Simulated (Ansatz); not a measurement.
Geometry optimisation in Ansatz: input, command and trajectory.

```yaml
crystal:
  lattice:
    - [4.5398089422, 0.0, 0.0]
    - [0.0, 4.5398089422, 0.0]
    - [0.0, 0.0, 3.0053444376]
  atoms:
    - { symbol: Mg, position: [0.0, 0.0, 0.0] }
    - { symbol: Mg, position: [0.5, 0.5, 0.5] }
    - { symbol: F, position: [0.3028752227, 0.3028752227, 0.0] }
    - { symbol: F, position: [0.1971247773, 0.8028752227, 0.5] }
    - { symbol: F, position: [0.6971247773, 0.6971247773, 0.0] }
    - { symbol: F, position: [0.8028752227, 0.1971247773, 0.5] }
basis:
  ecutwfc: 420
kpoints:
  mp_grid: { grid: [6, 6, 8] }
hamiltonian:
  xc: pbesol
scf:
  occupations: { method: gaussian, width: 0.02 }
output:
  forces: true
  stress: true
  eigenvalues: true
relax:
  adjacent_minimum: "off"
  f_tol: 0.01
  max_steps: 30
  cell: { stress_tol: 0.1, fix: [volume] }
```

```bash
ansatz run input.yaml --threads 1 --pin off --max-ram 2560MiB --backend cpu --events-out ev --progress --plain --runs-dir out
```

Computed with DFT PBEsol, scalar-relativistic, plane waves, PAW in Ansatz 0.2.0.

The volume is held at 0.94 times that of the relaxed cell.

Of 4 frames 3 are shown, positions in Å and forces in eV/Å; the SCF threshold varies from step to step. Steps run on the plane waves of an earlier cell, with a Pulay correction in the pressure. The basis is chosen afresh for the last frame, the zero of the energies, and at times for earlier ones too; energy and pressure step there, also at an unchanged geometry.

```xyz
6
Lattice="4.5398 0.0000 0.0000 0.0000 4.5398 0.0000 0.0000 0.0000 3.0053" Properties=species:S:1:pos:R:3:forces:R:3 pbc="T T T" step=1 free_energy_over_end_meV_per_atom=0.07 pressure_GPa=7.02
Mg    0.0000    0.0000    0.0000    0.0000    0.0000    0.0000
Mg    2.2699    2.2699    1.5027    0.0000    0.0000    0.0000
F     1.3750    1.3750    0.0000   -0.0332   -0.0332    0.0000
F     0.8949    3.6449    1.5027    0.0332   -0.0332    0.0000
F     3.1648    3.1648    0.0000    0.0332    0.0332    0.0000
F     3.6449    0.8949    1.5027   -0.0332    0.0332    0.0000
6
Lattice="4.5390 0.0000 0.0000 0.0000 4.5390 0.0000 0.0000 0.0000 3.0064" Properties=species:S:1:pos:R:3:forces:R:3 pbc="T T T" step=2 free_energy_over_end_meV_per_atom=0.04 pressure_GPa=7.01
Mg    0.0000    0.0000    0.0000    0.0000    0.0000    0.0000
Mg    2.2695    2.2695    1.5032    0.0000    0.0000    0.0000
F     1.3743    1.3743    0.0000   -0.0255   -0.0255    0.0000
F     0.8952    3.6438    1.5032    0.0255   -0.0255    0.0000
F     3.1647    3.1647    0.0000    0.0255    0.0255    0.0000
F     3.6438    0.8952    1.5032   -0.0255    0.0255    0.0000
6
Lattice="4.5362 0.0000 0.0000 0.0000 4.5362 0.0000 0.0000 0.0000 3.0102" Properties=species:S:1:pos:R:3:forces:R:3 pbc="T T T" step=4 free_energy_over_end_meV_per_atom=0.00 pressure_GPa=6.96
Mg    0.0000    0.0000    0.0000    0.0000    0.0000    0.0000
Mg    2.2681    2.2681    1.5051    0.0000    0.0000    0.0000
F     1.3719    1.3719    0.0000    0.0002    0.0002    0.0000
F     0.8962    3.6400    1.5051   -0.0002    0.0002    0.0000
F     3.1642    3.1642    0.0000   -0.0002   -0.0002    0.0000
F     3.6400    0.8962    1.5051    0.0002   -0.0002    0.0000
```

It took 19 s on 1 thread of Arm Neoverse V2, on a shared host, peak memory 0.35 GiB.